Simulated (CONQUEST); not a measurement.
Nb:

```
CELL_PARAMETERS angstrom
3.32790 0.00000 0.00000
0.00000 3.32790 0.00000
0.00000 0.00000 3.32790
ATOMIC_POSITIONS crystal
Nb 0.00000 0.00000 0.00000
Nb 0.50000 0.50000 0.50000
```

* Program: CONQUEST 1.3
* Task: single point
* Functional: PBEsol
* Potentials or basis: PseudoDojo NC PBEsol, DZP, grid cutoff 120 Ha
* k mesh: 8 × 8 × 8
* Occupations: fermi-dirac, width 0.05 eV
* Spin: no spin polarisation

On this cell: pressure -7.6 GPa; largest force zero by symmetry; band gap on the k mesh none (metal or under the smearing width).

The same run follows on a disturbed copy (atoms of the box moved at random, drawn with an rms of 0.05 Å):

```
Nb
1.0
     3.32790    0.00000    0.00000
     0.00000    3.32790    0.00000
     0.00000    0.00000    3.32790
Nb
2
Direct
  0.99059 0.97662 0.98672
  0.49659 0.50397 0.49624
```

Problem. What changes?

Solution. The energy (extrapolated to zero smearing) moves by +18.6 meV/atom; pressure -6.9 GPa; largest force 0.793 eV/Å; band gap on the k mesh none (metal or under the smearing width).

Forces in eV/Å, atoms in the order of the input:
```
Nb   0.147  0.740  0.244
Nb  -0.167 -0.719 -0.258
```

Stress tensor (GPa, compression positive):
```
-6.60 -0.10 -0.05
-0.10 -7.47 -0.08
-0.05 -0.08 -6.75
```

Caveats: the box holds several primitive cells, so bands are folded and the points are those of the box's own zone; the basis of atomic orbitals isn't converged, which shifts pressures, moduli and gaps.
